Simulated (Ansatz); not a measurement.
The system is SnO.

```
CELL_PARAMETERS angstrom
3.13193 0.00000 0.00000
0.00000 3.13193 0.00000
0.00000 0.00000 3.13193
ATOMIC_POSITIONS crystal
Sn 0.00000 0.00000 0.00000
O 0.50000 0.50000 0.50000
```

The cell was built by a generator and needn't be a form met in nature.

- Program: Ansatz 0.2.0
- Task: relaxation of cell and atoms
- Functional: PBEsol0
- Potentials or basis: Ansatz PAW
- Cutoff: 420 eV (not typed: the program's choice for these potentials)
- k mesh: 5 × 5 × 5
- Occupations: fermi-dirac, width 0.05 eV
- Spin: no spin polarisation

At the start: volume 15.36 Å³/atom.

Q: How do energy, volume and symmetry change on relaxing?

A: It ends after 6 steps and the volume is 14.36 Å³/atom (-6.5 %); space group Pm-3m (No. 221, to 0.05 Å).

Step by step:
```csv
step,energy change (eV),largest force (eV/Å),volume (Å³)
1,0.0000,0.0000,30.72
2,-0.0503,0.0000,29.02
3,-0.0518,0.0000,28.77
4,-0.0487,0.0000,28.77
5,-0.0488,0.0000,28.71
6,-0.0488,0.0000,28.71
```

Final structure:
```cif
data_structure
_symmetry_space_group_name_H-M 'P 1'
_symmetry_Int_Tables_number 1
_cell_length_a 3.0622
_cell_length_b 3.0622
_cell_length_c 3.0622
_cell_angle_alpha 90.000
_cell_angle_beta 90.000
_cell_angle_gamma 90.000
_cell_volume 28.71
loop_
_atom_site_label
_atom_site_type_symbol
_atom_site_fract_x
_atom_site_fract_y
_atom_site_fract_z
_atom_site_occupancy
Sn1 Sn 0.00000 0.00000 0.00000 1
O1 O 0.50000 0.50000 0.50000 1
```

Caveat: the plane-wave basis is chosen anew once the cell has moved, so the energies of steps on either side of that aren't comparable; the pressure holds a Pulay correction of +0.4 GPa for the finite cutoff; the PAW data sets come from PBE, with cores solved anew for the run's functional, which leaves a small shift of forces and pressure.
